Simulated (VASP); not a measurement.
# KBr: convergence, energy along a vibration (SMASS = -2)

KBr, atoms displaced along the mode, 2 atoms in the cell. PBE, energy along a line of displacements; PAW potentials Br, K_sv (PBE set). VASP 6.6.1.

Wanted: harmonic frequency within 1 %.

Mode: optical mode at Gamma along [111].

POSCAR of the starting run:
```
KBr
1.0
    0.0000000000      3.3000000000      3.3000000000
    3.3000000000      0.0000000000      3.3000000000
    3.3000000000      3.3000000000      0.0000000000
Br K
1 1
Direct
    0.4977007407      0.4977007407      0.4977007407
    0.0046989258      0.0046989258      0.0046989258

    0.0037937778   0.0037937778   0.0037937778
   -0.0077532276  -0.0077532276  -0.0077532276
```

The series start from k mesh: 4 × 4 × 4; Cutoff (eV): 340; Step along the mode (Å): 0.02; Electronic threshold (eV): 1e-7; Precision and projection: Accurate, reciprocal space; Extrapolation between steps (IWAVPR): 11. Each series keeps the choices made before it, and each single choice may use up half of a tolerance.

## k mesh

| k mesh | Harmonic frequency (THz) | Time (s) |
|---|---|---|
| 2 × 2 × 2 | 3.213 | 30 |
| 3 × 3 × 3 | 3.394 | 38 |
| 4 × 4 × 4 | 3.406 | 71 |
| 5 × 5 × 5 | 3.407 | 132 |
| 6 × 6 × 6 (reference) | 3.407 | 231 |

Chosen: 3 × 3 × 3, the loosest value from which every tighter one stays within half of the tolerance.

## Cutoff (eV)

| Cutoff (eV) | Harmonic frequency (THz) | Time (s) |
|---|---|---|
| 190 | 3.297 | 40 |
| 230 | 3.396 | 36 |
| 260 | 3.397 | 48 |
| 300 | 3.393 | 51 |
| 340 | 3.394 | 38 |
| 390 (reference) | 3.397 | 52 |

Chosen: 230.

## Electronic threshold (eV)

| Electronic threshold (eV) | Harmonic frequency (THz) | Time (s) |
|---|---|---|
| 0.001 | 3.388 | 17 |
| 0.0001 | 3.397 | 25 |
| 1e-5 | 3.397 | 46 |
| 1e-6 | 3.397 | 46 |
| 1e-7 | 3.397 | 44 |
| 1e-8 (reference) | 3.397 | 40 |

Chosen: 0.001.

## Precision and projection

| Precision and projection | Harmonic frequency (THz) | Time (s) |
|---|---|---|
| Accurate, reciprocal space | 3.388 | 17 |
| Normal, reciprocal space | 3.392 | 12 |
| Normal, Auto | 3.385 | 13 |

Chosen: Normal, reciprocal space, the fastest of those that stay within half of the tolerance.

## Extrapolation between steps (IWAVPR)

| Extrapolation between steps (IWAVPR) | Harmonic frequency (THz) | Time (s) |
|---|---|---|
| 11 | 3.392 | 12 |
| 12 | 3.393 | 10 |
| 0 | 3.382 | 13 |

Chosen: 11; no other choice that stays within half of the tolerance saves 30 % of the time.

Also changed on the way, by series that aren't shown: Step along the mode (Å): 0.08.

## All choices together

| Input | Harmonic frequency (THz) | Time (s) |
|---|---|---|
| defaults on a coarse mesh (naive) | 3.472 | 7.3 |
| chosen settings | 3.392 | 12 |
| reference settings throughout | 3.415 | 228 |

The tolerance is met.

## The input

INCAR:
```
ALGO     = Normal         # electronic algorithm
EDIFF    = 0.001          # SCF threshold, eV
ENCUT    = 230            # plane-wave cutoff, eV
GGA      = PE             # functional
IBRION   = 0              # ionic algorithm
ISMEAR   = 0              # smearing method
ISYM     = 0            
IWAVPR   = 11           
KPAR     = 2            
LASPH    = True           # aspherical terms in the spheres
LCHARG   = False          # write CHGCAR
LREAL    = False          # projectors in reciprocal space
LWAVE    = False          # write WAVECAR
NELMIN   = 4            
NSW      = 9              # ionic steps
POTIM    = 1              # step
PREC     = Normal         # precision mode
SIGMA    = 0.03           # smearing width, eV
SMASS    = -2            
```

KPOINTS:
```
Automatic mesh
0
Gamma
  3 3 3
  0 0 0
```

POSCAR:
```
KBr
1.0
    0.0000000000      3.3000000000      3.3000000000
    3.3000000000      0.0000000000      3.3000000000
    3.3000000000      3.3000000000      0.0000000000
Br K
1 1
Direct
    0.4908029630      0.4908029630      0.4908029630
    0.0187957033      0.0187957033      0.0187957033

    0.0151751111   0.0151751111   0.0151751111
   -0.0310129104  -0.0310129104  -0.0310129104
```

Commands:
```
cat potpaw_PBE.64/Br/POTCAR potpaw_PBE.64/K_sv/POTCAR > POTCAR
mpirun -np 2 vasp_std > vasp.out
```

Limits: NELMIN = 4 forces that many electronic steps, so a loose EDIFF looks better here than it is.

The chosen input took VASP 6.6.1 12 s on 2 cores (AMD EPYC 7R43 (Zen 3)), a shared host.
